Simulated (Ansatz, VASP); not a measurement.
**One calculation of Cs, two programs**

The input run.py:

```python
from ase.calculators.vasp import Vasp
from ase.dft.bandgap import bandgap
from ase.spacegroup import crystal

atoms = crystal(
    ['Cs'],
    basis=[[0.5, 0.5, 0.0]],
    spacegroup=141,
    setting=1,
    cellpar=[5.10769261, 5.10769261, 19.19213357, 90.0, 90.0, 90.0],
    primitive_cell=True,
)
calc = Vasp(
    directory='calc',
    xc='rpbe',
    pp='PBE',
    setups='materialsproject',
    prec='Accurate',
    encut=520,
    ediff=1e-07,
    ismear=0,
    sigma=0.02,
    lreal=False,
    lasph=True,
    nelm=60,
    algo='Fast',
    isif=2,
    lwave=False,
    lcharg=False,
    kpts=[7, 7, 7],
    gamma=True,
)
atoms.calc = calc

print('energy (eV):', atoms.get_potential_energy())
print('free energy (eV):', atoms.get_potential_energy(force_consistent=True))
print('forces (eV/A):')
print(atoms.get_forces())
print('stress (eV/A^3, Voigt):', atoms.get_stress())
print('Fermi level (eV):', calc.get_fermi_level())
gap, top, bottom = bandgap(calc)
print('band gap (eV):', gap, 'from (spin, k, band)', top, 'to', bottom)
```

File input.yaml:

```yaml
crystal:
  lattice:
    - [-2.5538463026, 2.5538463026, 9.5960667852]
    - [2.5538463026, -2.5538463026, 9.5960667852]
    - [2.5538463026, 2.5538463026, -9.5960667852]
  atoms:
    - { symbol: Cs, position: [0.5, 0.5, 0.0] }
    - { symbol: Cs, position: [0.25, 0.75, 0.5] }
hamiltonian:
  xc: rpbe
  pseudopotentials: { kind: paw }
kpoints:
  mp_grid: { grid: [7, 7, 7] }
scf:
  occupations: { method: gaussian, width: 0.02 }
output:
  forces: true
  stress: true
  eigenvalues: true
  write_density: true
  write_potential: true
  elf: true
  volumetric_format: npy
```

This isn't the form of Cs at room conditions, which is bcc.

Alike in both runs: task single point; functional RPBE; k mesh 7 × 7 × 7; occupations gaussian, width 0.02 eV; no spin polarisation.

|  | VASP | Ansatz |
| --- | --- | --- |
| version | VASP 6.6.1 | Ansatz 0.2.0 |
| potentials or method | VASP PAW PBE potentials, release 64 (Cs_sv) | Ansatz PAW |
| plane-wave cutoff (eV) | 520 | 420 |
| valence electrons in the cell | 18 | 18 |

```tsv
	VASP	Ansatz	Ansatz less VASP
gap on the k mesh at the Fermi level (eV)	none	none	-
pressure (GPa)	0.2	0.2	+0.01
largest component of the traceless stress (GPa)	0.08	0.08	0.000
```

A gap of «none» marks a metal or a gap that the smearing closes.

Caveats: the PAW data sets were made with another functional, which shifts forces and pressure a little (VASP); the PAW data sets come from PBE, with cores solved anew for the run's functional, which leaves a small shift of forces and pressure (Ansatz). Spin-orbit coupling is left out, which matters for the levels of Cs.
